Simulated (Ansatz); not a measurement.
MoSe2 in the 2H-MoS2-type structure, relaxed with r2SCAN+rVV10. It is hexagonal, P6_3/mmc (No. 194); conventional cell a = 3.305 Å, c = 13.088 Å, 20.64 Å³ an atom. Around Mo lie 6 Se at 2.53 Å; around Se lie 3 Mo at 2.53 Å.

```cif
data_structure
_symmetry_space_group_name_H-M 'P6_3/mmc'
_symmetry_Int_Tables_number 194
_cell_length_a 3.3054
_cell_length_b 3.3054
_cell_length_c 13.0878
_cell_angle_alpha 90.000
_cell_angle_beta 90.000
_cell_angle_gamma 120.000
_cell_volume 123.84
loop_
_atom_site_label
_atom_site_type_symbol
_atom_site_symmetry_multiplicity
_atom_site_Wyckoff_symbol
_atom_site_fract_x
_atom_site_fract_y
_atom_site_fract_z
_atom_site_occupancy
Mo1 Mo 2 c 0.33333 0.66667 0.25000 1
Se1 Se 4 f 0.66667 0.33333 0.37663 1
```

4 runs of Ansatz 0.2.0 on this cell differ in the functional (and in the settings that go with it). Levels are in eV from each run's valence top; v1 is the last filled band, c1 the first empty one.

Run A, mean stress +2.6 GPa (compression positive):
```
point     v2     v1    c1    c2
    Γ  -0.86   0.00  2.46  2.46
    M  -1.06  -0.97  1.51  1.55
    K  -0.47  -0.30  1.09  1.09
    A  -0.19  -0.19  2.48  2.48
```

Run B, mean stress +1.2 GPa (compression positive):
```
point     v2     v1    c1    c2
    Γ  -0.98   0.00  2.58  2.58
    M  -1.10  -1.10  1.60  1.64
    K  -0.49  -0.33  1.16  1.16
    A  -0.21  -0.21  2.60  2.60
```

Run C, mean stress -1.8 GPa (compression positive):
```
point     v2     v1    c1    c2
    Γ  -1.04   0.00  3.13  3.13
    M  -1.21  -1.12  2.09  2.13
    K  -0.46  -0.28  1.55  1.55
    A  -0.22  -0.22  3.15  3.15
```

Run D, mean stress -1.9 GPa (compression positive):
```
point     v2     v1    c1    c2
    Γ  -1.05   0.00  3.82  3.82
    M  -1.23  -1.14  2.77  2.82
    K  -0.47  -0.28  2.20  2.20
    A  -0.23  -0.23  3.84  3.84
```

Q: Match the runs to PBE, r2SCAN, HSE06, PBE0.

A: A is PBE, B is r2SCAN, C is HSE06, D is PBE0. In order of the gap: PBE 0.92, r2SCAN 1.00, HSE06 1.39, PBE0 2.05 eV.

Spin-unpolarised throughout; all numbers are computed.

The runs are scalar-relativistic, without spin-orbit coupling.

The program warns that its thresholds are loose for a hybrid's stress.

The meshes of the hybrids are coarse, so their gaps aren't converged to the digits shown.
